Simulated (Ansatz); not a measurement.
# Preparing CdS (P6_3mc) as a host crystal

Aim: the runs on the perfect crystal CdS (P6_3mc) that a defect calculation needs first.

Program: Ansatz 0.2.0. Level of theory: plane-wave PAW DFT, r2SCAN; relaxation of the host's cell and atoms; PAW set soft_1, in the first sound run; inputs show where later runs differ. Results are calculated unless marked as measured.

### 1. The starting structure

Symmetry: P6_3mc, No. 186, hexagonal system. Conventional cell: a = 4.169 Å, b = 4.169 Å, c = 6.780 Å, α = 90.00°, β = 90.00°, γ = 120.00°. Nearest to Cd lie 4 S at 2.55 Å. Nearest to S lie 4 Cd at 2.55 Å. Farther neighbours and most contacts between anions are not listed.

### 2. Host cell relaxation

Cell and atoms are relaxed together, until forces and stress fall under their thresholds.

Contents of cell/input.yaml:

```yaml
crystal:
  lattice:
    - [4.1688381, 0.0, 0.0]
    - [-2.084419, 3.6103197, 0.0]
    - [0.0, 0.0, 6.7796174]
  atoms:
    - { symbol: Cd, position: [0.66666667, 0.33333333, 0.50022437] }
    - { symbol: Cd, position: [0.33333333, 0.66666667, 0.00022437] }
    - { symbol: S, position: [0.66666667, 0.33333333, 0.87677563] }
    - { symbol: S, position: [0.33333333, 0.66666667, 0.37677563] }
basis:
  ecutwfc: 500
  xc_grid: 2
hamiltonian:
  xc: r2scan
  pseudopotentials: { kind: paw, azcp: { folder: soft_1 } }
kpoints:
  mp_grid: { grid: [8, 8, 4] }
scf:
  occupations: { method: fixed }
  max_iter: 100
relax:
  f_tol: 0.005
  max_steps: 60
  cell: {}
output:
  forces: true
  stress: true
checkpoint:
  write: "../cell.run"
  compress: false
  write_wavefunctions: false
  write_every: 100000
```

Launch:

```sh
$ ansatz run input.yaml --threads 32 --pin off --max-ram 56524MiB --backend cuda --events-out ev --progress --plain --runs-dir out --max-vram 78GiB
```

Numbers of over 12 decimals in the logs are rounded to 6 here.

The log of the run:

```text
Engine: ansatz 0.2.0, aarch64-unknown-linux-gnu
[...]
Pseudopotential: Cd, paw, valence charge 20, recommended cutoff 500 eV (meta_gga), soft_1/Cd.paw.azcp
Pseudopotential: S, paw, valence charge 6, recommended cutoff 500 eV (meta_gga), soft_1/S.paw.azcp
Functional definition: r2SCAN
[...]
Crystal: 4 atoms, lattice volume = 102.039 Å³
Basis set: ecut = 500 eV, 2611 PW (Γ), exchange–correlation on 64×64×100 points (8 copies of the dense FFT grid, shifted against one another)
Bands: 32, of which v1, the nominal top of the filled ones, is band 26 counted from 1 (25 counted from 0)
[...]
Space group: P63mc (ITA 186), of the structure as read, at distance tolerance 4.7e-5 Å
k-points: 30 of 256 (time reversal used)
[...]
Functional: x = r2scan, c = r2scan; τ floored in thin density (d = 2e-4 eV/Å³)
[...]
SCF 3 converged in 5 iterations: F = -18351.350688 eV  dr2 = 3.43e-11
relax step   3: F+E_penalty+E_count = -18351.35068849 eV  Δ(F+E_penalty+E_count) = +1.658e-4 eV  max|allowed force component| = 3.065e-3 eV/Å  Δτ_max = 0.0000 Å  P = +0.026 GPa  Ω = 101.615 Å³  stress [...]
basis re-selected at this cell: Δ(F+E_penalty+E_count) = +1.658e-4 eV, ΔP = -0.000 GPa vs the last step (what re-selecting the basis moved, of the pressure what is left beyond the Pulay correction tha [...]
SCF converged after 5 iterations
Free energy (F): -18351.350688 eV
[...]
Fermi energy:    6.310357 eV
--- Per-component energies (eV) ---
[...]
--- Forces (eV/Å), atoms counted from 1 ---
[...]
--- Stress (GPa, compression-positive) ---
        0.022389       0.000000       0.000000
        0.000000       0.022389      -0.000000
        0.000000       0.000000       0.032051
  P = ⅓ Tr σ = 0.0256 GPa (0.256 kbar)
--- Band table (eV; the first three rows and the last of 30) ---
[...]
--- Relaxed structure (2 steps of the walk, 2 accepted, 1 SCFs on fresh bases) ---
[...]
```

It took 2.7 s on 1 × NVIDIA GB200 with 32 threads of Arm Neoverse V2, shared host; peak memory 1.1 GiB.

The steps of the relaxation:

```
step  energy less that of the first step (eV)  largest force component (eV/Å)  pressure (GPa)  volume (Å³)
   1                                   0.0000                          0.0064           -0.22       102.04
   2                                  -0.0004                          0.0031            0.03       101.62
  3*                                  -0.0003                          0.0031            0.03       101.62
```

Relaxation steps marked * repeat the geometry before them on a plane-wave basis chosen anew for their cell, so energy and pressure can jump there.

```
conventional cell, symmetrised  before  after  change
                         a (Å)   4.169  4.164  -0.1 %
                         b (Å)   4.169  4.164  -0.1 %
                         c (Å)   6.780  6.768  -0.2 %
              volume (Å³/atom)   25.51  25.40  -0.4 %
```

Final coordinates:

```xyz
4
Lattice="4.1639 0.0000 0.0000 -2.0819 3.6060 0.0000 0.0000 0.0000 6.7675" Properties=species:S:1:pos:R:3 pbc="T T T"
Cd    2.0819    1.2020    3.3845
Cd    0.0000    2.4040    0.0007
S     2.0819    1.2020    5.9344
S     0.0000    2.4040    2.5506
```

Numbers from this step:

| Item | Value |
| --- | --- |
| pressure | 0.02561 GPa |

The cell shrank by 0.4 % in volume.

### 3. Dielectric tensors of the host

The response to a uniform electric field gives the electronic dielectric tensor.

This step: plane-wave PAW DFPT, PBEsol; dielectric tensors, Born charges and zone-centre modes of the host; PAW set soft_1 (Ansatz 0.2.0).

Contents of eps/input.yaml:

```yaml
crystal:
  lattice:
    - [4.163892714, -2.88e-08, 0.0]
    - [-2.081946332, 3.6060368833, 0.0]
    - [0.0, 0.0, 6.7675079654]
  atoms:
    - { symbol: Cd, position: [0.6666666667, 0.3333333333, 0.5001052249] }
    - { symbol: Cd, position: [0.3333333333, 0.6666666667, 0.0001052249] }
    - { symbol: S, position: [0.6666666667, 0.3333333333, 0.8768947751] }
    - { symbol: S, position: [0.3333333333, 0.6666666667, 0.3768947751] }
basis:
  ecutwfc: 420
hamiltonian:
  xc: pbesol
  pseudopotentials: { kind: paw, azcp: { folder: soft_1 }, xc_functional: pbe }
kpoints:
  mp_grid: { grid: [7, 7, 4] }
scf:
  occupations: { method: fixed }
  max_iter: 100
phonons:
  method: dfpt
  dielectric: true
  rigid_motions: translations
```

The log of the run:

```text
[...]
Crystal: 4 atoms, lattice volume = 101.615 Å³
Basis set: ecut = 420 eV, 1985 PW (Γ), exchange–correlation on 60×60×96 points (8 copies of the dense FFT grid, shifted against one another)
Bands: 32, of which v1, the nominal top of the filled ones, is band 26 counted from 1 (25 counted from 0)
[...]
k-points: 60 of 196 (irreducible under 2 space group operations, time reversal used)
[...]
SCF iter   1: F=—  HF=-18140.677790 eV  |F-HF|=—  |Δ(HF+E_count)|=         —  Δρ=2.53e-2  dr2=4.98e-1  ethr=3.10e-3  ⟨swp⟩=4.9  Hψ=6750  notcnv=0  defer=238
[...]
k-points: 90
[...]
SCF iter   3: F=—  HF=-18140.552348 eV  |F-HF|=—  |Δ(HF+E_count)|=   1.65e-6  Δρ=1.68e-5  dr2=1.75e-7  ethr=4.23e-9
SCF iter   4: F=-18140.552349 eV  HF=-18140.552349 eV  |F-HF|=3.61e-8  |Δ(HF+E_count)|=   4.79e-8  Δρ=4.27e-6  dr2=3.57e-8  ethr=3.36e-10
SCF 1 converged in 4 iterations: F = -18140.552349 eV  dr2 = 3.57e-8
[...]
WARN: field response: ε∞ stands inside a basis, on 10×10×6 points; the force constants stand on the 7×7×4 k-mesh, whose period is 8.95 times the interband length at k = (0.0000, 0.0000, 0.0000), direc [...]
SCF converged after 10 iterations
Free energy (F): -18140.570082 eV
[...]
Fermi energy:    6.468996 eV
[...]
--- Band table (eV; the first three rows and the last of 60) ---
[...]
--- Phonons (Γ-DFPT): 4 representative perturbations + reference (Σ response iterations 22) ---
  k mesh reduced under 2 symmetry operations, with k and −k counted as one. Each operation leaves every solved perturbation unchanged. A smaller set is not considered because the run solves the response to a homogeneous field
  ASR residual: 3.106e-5 → 0.000e0 eV/Å²; symmetrization residual: 1.298e-6 eV/Å²
  ASR residual per site (eV/Å²): 6.27e-6 6.27e-6 3.11e-5 3.11e-5
  Γ frequencies (cm⁻¹): 0.00 0.00 0.00 44.57 44.57 129.67 216.93 224.47 224.47 236.52 236.52 283.76
  ε∞ (high-frequency dielectric tensor):
        6.285733    -0.000000     0.000000
        0.000000     6.285733    -0.000000
        0.000000    -0.000000     6.378705
  ε⁰ (static dielectric tensor: ions relaxed, cell fixed):
        9.816362    -0.000000     0.000000
        0.000000     9.816362    -0.000000
        0.000000    -0.000000    10.488063
  ε⁰ − ε∞ (ionic part):
        3.530628    -0.000000     0.000000
       -0.000000     3.530628    -0.000000
        0.000000    -0.000000     4.109357
  softest optical mode at Γ: 44.57 cm⁻¹; the repairs (sum rule, projections) moved no ω² at Γ by more than (0.63 cm⁻¹)²
  Born effective charges Z* (e; rows j = field, columns β = displacement):
    site 0:
         2.14057   -0.00000    0.00000
        -0.00000    2.14057   -0.00000
         0.00000   -0.00000    2.23177
    site 1:
         2.14057   -0.00000    0.00000
        -0.00000    2.14057   -0.00000
         0.00000   -0.00000    2.23177
    site 2:
        -2.14057    0.00000   -0.00000
         0.00000   -2.14057    0.00000
        -0.00000    0.00000   -2.23177
    site 3:
        -2.14057    0.00000   -0.00000
         0.00000   -2.14057    0.00000
        -0.00000    0.00000   -2.23177
  Z* charge neutrality: 7.053e-3 e pre-enforcement
  solved inside a basis spanned on kpoints, on 10×10×6 k-points transformed towards the longest dipole: ε∞ is read to err by 2.5e-2, Z* by 2.4e-2 e (field_mesh: kpoints solves on kpoints); Z* is corrected for what the basis lacks
  optical modes at Γ without the LO–TO term, one row a degenerate level:
      ω (cm⁻¹)  modes    IR ((D/Å)²/amu)
         44.57      2             0.0000
        129.67      1             0.0000
        216.93      1             9.2129
        224.47      2            16.9507
        236.52      2             0.0000
        283.76      1             0.0000
  optical modes at Γ + LO–TO along q̂ = [1.0000, 0.0000, 0.0000]:
      ω (cm⁻¹)  modes    IR ((D/Å)²/amu)
         44.57      2             0.0000
        129.67      1             0.0000
        216.93      1             9.2129
        224.47      1             8.4753
        236.52      2             0.0000
        280.51      1             8.4753
        283.76      1             0.0000
  optical modes at Γ + LO–TO along q̂ = [0.0000, 1.0000, 0.0000]:
      ω (cm⁻¹)  modes    IR ((D/Å)²/amu)
         44.57      2             0.0000
        129.67      1             0.0000
        216.93      1             9.2129
        224.47      1             8.4753
        236.52      2             0.0000
        280.51      1             8.4753
        283.76      1             0.0000
  optical modes at Γ + LO–TO along q̂ = [0.0000, 0.0000, 1.0000]:
      ω (cm⁻¹)  modes    IR ((D/Å)²/amu)
         44.57      2             0.0000
        129.67      1             0.0000
        224.47      2            16.9507
        236.52      2             0.0000
        278.16      1             9.2129
        283.76      1             0.0000
[...]
```

It took 11 s on 1 × NVIDIA GB200 with 32 threads; peak memory 2.3 GiB.

Electronic dielectric tensor:

```
6.29 0.00 0.00
0.00 6.29 0.00
0.00 0.00 6.38
```

Static dielectric tensor:

```
 9.82  0.00  0.00
 0.00  9.82  0.00
 0.00  0.00 10.49
```

The principal values of the electronic dielectric tensor are 6.29, 6.29 and 6.38. The principal values of the static dielectric tensor are 9.82, 9.82 and 10.49.

### 4. Primitive cell on a dense mesh

A dense mesh gives the host's converged energy, against which the supercell's sampling is tested.

This step: plane-wave PAW DFT, r2SCAN; single point of the host's primitive cell on a dense mesh; PAW set soft_1 (Ansatz 0.2.0).

Contents of dense/input.yaml:

```yaml
crystal:
  lattice:
    - [4.163892714, -2.88e-08, 0.0]
    - [-2.081946332, 3.6060368833, 0.0]
    - [0.0, 0.0, 6.7675079654]
  atoms:
    - { symbol: Cd, position: [0.6666666667, 0.3333333333, 0.5001052249] }
    - { symbol: Cd, position: [0.3333333333, 0.6666666667, 0.0001052249] }
    - { symbol: S, position: [0.6666666667, 0.3333333333, 0.8768947751] }
    - { symbol: S, position: [0.3333333333, 0.6666666667, 0.3768947751] }
basis:
  ecutwfc: 500
  xc_grid: 2
hamiltonian:
  xc: r2scan
  pseudopotentials: { kind: paw, azcp: { folder: soft_1 } }
kpoints:
  mp_grid: { grid: [8, 8, 4] }
scf:
  occupations: { method: fermi_dirac, width: 0.01 }
  max_iter: 80
```

The log of the run:

```text
[...]
Crystal: 4 atoms, lattice volume = 101.615 Å³
Basis set: ecut = 500 eV, 2575 PW (Γ), exchange–correlation on 64×64×100 points (8 copies of the dense FFT grid, shifted against one another)
Bands: 30, of which v1, the nominal top of the filled ones, is band 26 counted from 1 (25 counted from 0)
[...]
k-points: 30 of 256 (time reversal used)
[...]
SCF iter   2: F=—  HF=-18351.301007 eV  |F-HF|=—  |Δ(HF+E_count)|=   2.54e-2  Δρ=1.59e-2  dr2=2.04e-1  dr2_τ=1.80e-2  ethr=1.50e-3  ⟨swp⟩=3.0  Hψ=1802  notcnv=0
[...]
SCF iter   7: F=—  HF=-18351.350688 eV  |F-HF|=—  |Δ(HF+E_count)|=   2.62e-6  Δρ=1.28e-5  dr2=1.67e-7  dr2_τ=2.93e-9  ethr=6.27e-9  ⟨swp⟩=2.0  Hψ=1438  notcnv=0
SCF iter   8: F=-18351.350688 eV  HF=-18351.350688 eV  |F-HF|=1.94e-9  |Δ(HF+E_count)|=   9.48e-8  Δρ=3.19e-6  dr2=9.50e-9  dr2_τ=3.13e-10  ethr=1.95e-10  ⟨swp⟩=3.0  Hψ=2150  notcnv=0
SCF 1 converged in 8 iterations: F = -18351.350688 eV  dr2 = 9.50e-9
[...]
SCF converged after 8 iterations
Free energy (F): -18351.350688 eV
[...]
Fermi energy:    7.127708 eV
[...]
```

It took 1.7 s on 1 × NVIDIA GB200 with 32 threads; peak memory 1.1 GiB; 2.6 s of CPU time.

### 5. Self-consistent run

This step: plane-wave PAW DFT, r2SCAN; single point of the defect-free supercell, a test of its k-points; PAW set soft_1 (Ansatz 0.2.0).

System of this step: CdS (P6_3mc). The cell holds 72 atoms: 36 Cd and 36 S. Cell: a = 12.492 Å, b = 12.492 Å, c = 13.535 Å, α = 90.0°, β = 90.0°, γ = 120.0°.

Contents of pristine.sampling/input.yaml:

```yaml
crystal:
  lattice:
    - [12.4916781419, -8.65e-08, 0.0]
    - [-6.245838996, 10.81811065, 0.0]
    - [0.0, 0.0, 13.5350159308]
  atoms:
    - { symbol: Cd, position: [0.2222222222, 0.1111111111, 0.2500526124] }
    - { symbol: Cd, position: [0.1111111111, 0.2222222222, 5.26124e-05] }
    - { symbol: S, position: [0.2222222222, 0.1111111111, 0.4384473876] }
    - { symbol: S, position: [0.1111111111, 0.2222222222, 0.1884473876] }
    - { symbol: Cd, position: [0.2222222222, 0.1111111111, 0.7500526124] }
    - { symbol: Cd, position: [0.1111111111, 0.2222222222, 0.5000526124] }
    - { symbol: S, position: [0.2222222222, 0.1111111111, 0.9384473876] }
    - { symbol: S, position: [0.1111111111, 0.2222222222, 0.6884473876] }
    - { symbol: Cd, position: [0.2222222222, 0.4444444444, 0.2500526124] }
    - { symbol: Cd, position: [0.1111111111, 0.5555555556, 5.26124e-05] }
    - { symbol: S, position: [0.2222222222, 0.4444444444, 0.4384473876] }
    - { symbol: S, position: [0.1111111111, 0.5555555556, 0.1884473876] }
    - { symbol: Cd, position: [0.2222222222, 0.4444444444, 0.7500526124] }
    - { symbol: Cd, position: [0.1111111111, 0.5555555556, 0.5000526124] }
    - { symbol: S, position: [0.2222222222, 0.4444444444, 0.9384473876] }
    - { symbol: S, position: [0.1111111111, 0.5555555556, 0.6884473876] }
    - { symbol: Cd, position: [0.2222222222, 0.7777777778, 0.2500526124] }
    - { symbol: Cd, position: [0.1111111111, 0.8888888889, 5.26124e-05] }
    - { symbol: S, position: [0.2222222222, 0.7777777778, 0.4384473876] }
    - { symbol: S, position: [0.1111111111, 0.8888888889, 0.1884473876] }
    - { symbol: Cd, position: [0.2222222222, 0.7777777778, 0.7500526124] }
    - { symbol: Cd, position: [0.1111111111, 0.8888888889, 0.5000526124] }
    - { symbol: S, position: [0.2222222222, 0.7777777778, 0.9384473876] }
    - { symbol: S, position: [0.1111111111, 0.8888888889, 0.6884473876] }
    - { symbol: Cd, position: [0.5555555556, 0.1111111111, 0.2500526124] }
    - { symbol: Cd, position: [0.4444444444, 0.2222222222, 5.26124e-05] }
    - { symbol: S, position: [0.5555555556, 0.1111111111, 0.4384473876] }
    - { symbol: S, position: [0.4444444444, 0.2222222222, 0.1884473876] }
    - { symbol: Cd, position: [0.5555555556, 0.1111111111, 0.7500526124] }
    - { symbol: Cd, position: [0.4444444444, 0.2222222222, 0.5000526124] }
    - { symbol: S, position: [0.5555555556, 0.1111111111, 0.9384473876] }
    - { symbol: S, position: [0.4444444444, 0.2222222222, 0.6884473876] }
    - { symbol: Cd, position: [0.5555555556, 0.4444444444, 0.2500526124] }
    - { symbol: Cd, position: [0.4444444444, 0.5555555556, 5.26124e-05] }
    - { symbol: S, position: [0.5555555556, 0.4444444444, 0.4384473876] }
    - { symbol: S, position: [0.4444444444, 0.5555555556, 0.1884473876] }
    - { symbol: Cd, position: [0.5555555556, 0.4444444444, 0.7500526124] }
    - { symbol: Cd, position: [0.4444444444, 0.5555555556, 0.5000526124] }
    - { symbol: S, position: [0.5555555556, 0.4444444444, 0.9384473876] }
    - { symbol: S, position: [0.4444444444, 0.5555555556, 0.6884473876] }
    - { symbol: Cd, position: [0.5555555556, 0.7777777778, 0.2500526124] }
    - { symbol: Cd, position: [0.4444444444, 0.8888888889, 5.26124e-05] }
    - { symbol: S, position: [0.5555555556, 0.7777777778, 0.4384473876] }
    - { symbol: S, position: [0.4444444444, 0.8888888889, 0.1884473876] }
    - { symbol: Cd, position: [0.5555555556, 0.7777777778, 0.7500526124] }
    - { symbol: Cd, position: [0.4444444444, 0.8888888889, 0.5000526124] }
    - { symbol: S, position: [0.5555555556, 0.7777777778, 0.9384473876] }
    - { symbol: S, position: [0.4444444444, 0.8888888889, 0.6884473876] }
    - { symbol: Cd, position: [0.8888888889, 0.1111111111, 0.2500526124] }
    - { symbol: Cd, position: [0.7777777778, 0.2222222222, 5.26124e-05] }
    - { symbol: S, position: [0.8888888889, 0.1111111111, 0.4384473876] }
    - { symbol: S, position: [0.7777777778, 0.2222222222, 0.1884473876] }
    - { symbol: Cd, position: [0.8888888889, 0.1111111111, 0.7500526124] }
    - { symbol: Cd, position: [0.7777777778, 0.2222222222, 0.5000526124] }
    - { symbol: S, position: [0.8888888889, 0.1111111111, 0.9384473876] }
    - { symbol: S, position: [0.7777777778, 0.2222222222, 0.6884473876] }
    - { symbol: Cd, position: [0.8888888889, 0.4444444444, 0.2500526124] }
    - { symbol: Cd, position: [0.7777777778, 0.5555555556, 5.26124e-05] }
    - { symbol: S, position: [0.8888888889, 0.4444444444, 0.4384473876] }
    - { symbol: S, position: [0.7777777778, 0.5555555556, 0.1884473876] }
    - { symbol: Cd, position: [0.8888888889, 0.4444444444, 0.7500526124] }
    - { symbol: Cd, position: [0.7777777778, 0.5555555556, 0.5000526124] }
    - { symbol: S, position: [0.8888888889, 0.4444444444, 0.9384473876] }
    - { symbol: S, position: [0.7777777778, 0.5555555556, 0.6884473876] }
    - { symbol: Cd, position: [0.8888888889, 0.7777777778, 0.2500526124] }
    - { symbol: Cd, position: [0.7777777778, 0.8888888889, 5.26124e-05] }
    - { symbol: S, position: [0.8888888889, 0.7777777778, 0.4384473876] }
    - { symbol: S, position: [0.7777777778, 0.8888888889, 0.1884473876] }
    - { symbol: Cd, position: [0.8888888889, 0.7777777778, 0.7500526124] }
    - { symbol: Cd, position: [0.7777777778, 0.8888888889, 0.5000526124] }
    - { symbol: S, position: [0.8888888889, 0.7777777778, 0.9384473876] }
    - { symbol: S, position: [0.7777777778, 0.8888888889, 0.6884473876] }
basis:
  ecutwfc: 500
  xc_grid: 2
hamiltonian:
  xc: r2scan
  pseudopotentials: { kind: paw, azcp: { folder: soft_1 } }
kpoints:
  mp_grid: { grid: [1, 1, 1], shift: [0.25, 0.25, 0.25] }
scf:
  occupations: { method: fermi_dirac, width: 0.01 }
  max_iter: 80
```

The log of the run:

```text
[...]
Crystal: 72 atoms, lattice volume = 1829.073 Å³
Basis set: ecut = 500 eV, 46549 PW (Γ), exchange–correlation on 192×192×200 points (8 copies of the dense FFT grid, shifted against one another)
Bands: 540, of which v1, the nominal top of the filled ones, is band 468 counted from 1 (467 counted from 0)
[...]
k-points: 1
[...]
SCF iter   2: F=—  HF=-330324.219632 eV  |F-HF|=—  |Δ(HF+E_count)|=   3.92e-1  Δρ=1.58e-2  dr2=3.59e0  dr2_τ=3.21e-1  ethr=1.46e-3  ⟨swp⟩=4.0  Hψ=1120  notcnv=0
[...]
SCF iter   7: F=—  HF=-330325.102040 eV  |F-HF|=—  |Δ(HF+E_count)|=   1.39e-2  Δρ=9.76e-6  dr2=2.22e-6  dr2_τ=7.27e-8  ethr=5.23e-9  ⟨swp⟩=2.0  Hψ=796  notcnv=0  defer=68
SCF iter   8: F=-330325.102042 eV  HF=-330325.102042 eV  |F-HF|=2.91e-8  |Δ(HF+E_count)|=   1.57e-6  Δρ=2.30e-6  dr2=1.04e-7  dr2_τ=5.17e-9  ethr=1.07e-10  ⟨swp⟩=3.0  Hψ=1299  notcnv=0
SCF 1 converged in 8 iterations: F = -330325.102042 eV  dr2 = 1.04e-7
[...]
SCF converged after 8 iterations
Free energy (F): -330325.102042 eV
[...]
Fermi energy:    7.547525 eV
[...]
```

Elapsed: 1.9 s, on 1 × NVIDIA GB200 with 32 threads; peak memory 1.5 GiB.

Numbers from this step:

- energy over dense mesh: -0.01097 eV/atom

(Part 1 of 2 ends here.)

[Logs are printed without paths, hosts, clocks, repeated set-up lines and the standing remarks that a program may print on its own settings, such as how far it seeks lower states.]

[Hosts, paths, dates, database ids (printed as entryN), source tags and the programs' standing remarks are cut or masked in the printed files.]

[Runs of the host that timed out are not shown.]

[For some hosts the program warned that the k-mesh of the response run may be too coarse for force constants and the static dielectric constant; such warnings are not always shown.]
